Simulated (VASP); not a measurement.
Wanted: the native input for a VASP 6.6.1 run.

```
Task                   : relaxation of cell and atoms
Functional             : PBE
Potentials or basis    : VASP PAW PBE potentials, release 54 (Mg)
Cutoff                 : 600 eV
k mesh                 : 10 × 10 × 5
Occupations            : fermi-dirac, width 0.05 eV
Spin                   : no spin polarisation
Further INCAR settings : ALGO = Normal; EDIFF = 1e-06; IBRION = 2; EDIFFG = -0.005; NSW = 40; ISIF = 3
```

The structure of Mg lies in POSCAR:

```
Mg
1.0
    3.2093000000      0.0000000000      0.0000000000
   -1.6046500000      2.7793353284      0.0000000000
    0.0000000000      0.0000000000      5.2103000000
Mg
2
Direct
    0.6666666667      0.3333333333      0.7500000000
    0.3333333333      0.6666666667      0.2500000000
```

These files were run (other wordings do the same):

INCAR

```
ALGO = Normal
EDIFF = 1E-6
EDIFFG = -0.005
ENCUT = 600
GGA = PE
IBRION = 2
ISIF = 3
ISMEAR = -1
LASPH = True
LCHARG = False
LREAL = False
LWAVE = False
NELM = 80
NSW = 40
PREC = Accurate
SIGMA = 0.05
```

KPOINTS

```
k-points
0
Gamma
  10 10 5
```

Potentials or basis: VASP PAW PBE potentials, release 54 (Mg).

Command:

```console
$ cat potpaw_PBE.54/Mg/POTCAR > POTCAR
$ mpirun -np 1 vasp_std > vasp.out
```

Results of the run:

| Property | Result |
| --- | --- |
| Relaxed volume | 22.93 Å³/atom |
| Relaxed cell | a = 3.164 Å, b = 3.164 Å, c = 5.289 Å, α = 90.00°, β = 90.00°, γ = 120.00° |
| Space group after relaxing (to 0.05 Å) | P6_3/mmc (No. 194) |
| Energy gained by relaxing | 2.9 meV/atom |
| Ionic steps | 6 |
| Pressure after relaxing | 0.0 GPa |
| Band gap on the k mesh | none (metal or under the smearing width) |

Run time: 55 s on 1 thread of AMD EPYC 7R43 64-Core Processor (Zen 3), on a shared host, peak memory 0.15 GiB.
